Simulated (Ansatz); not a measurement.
The system is Rb.

```
CELL_PARAMETERS angstrom
-2.80250 2.80250 2.80250
2.80250 -2.80250 2.80250
2.80250 2.80250 -2.80250
ATOMIC_POSITIONS crystal
Rb 0.00000 0.00000 0.00000
```

- Program: Ansatz 0.2.0
- Task: relaxation of cell and atoms
- Functional: revPBE
- Dispersion: D4
- Potentials or basis: Ansatz PAW
- Cutoff: 420 eV (not typed: the program's choice for these potentials)
- k mesh: 7 × 7 × 7
- Occupations: fermi-dirac, width 0.05 eV
- Spin: no spin polarisation

At the start: volume 88.04 Å³/atom.

Q: How do energy, volume and symmetry change on relaxing?

A: It ends after 4 steps and the volume is 93.69 Å³/atom (+6.4 %); space group Im-3m (No. 229, to 0.05 Å).

The path:
```tsv
step	energy change (eV)	largest force (eV/Å)	volume (Å³)
1	0.0000	0.0000	88.04
2	-0.0007	0.0000	88.61
3	-0.0036	0.0000	93.69
4	-0.0036	0.0000	93.69
```

Final structure:
```yaml
crystal:
  lattice:
    - [-2.86120, 2.86120, 2.86120]
    - [2.86120, -2.86120, 2.86120]
    - [2.86120, 2.86120, -2.86120]
  atoms:
    - { symbol: Rb, position: [0.00000, 0.00000, 0.00000] }
```

Caveat: the plane-wave basis is chosen anew once the cell has moved, so the energies of steps on either side of that aren't comparable; pairwise dispersion overbinds metals, which lowers pressure and volume; the PAW data sets come from PBE, with cores solved anew for the run's functional, which leaves a small shift of forces and pressure.
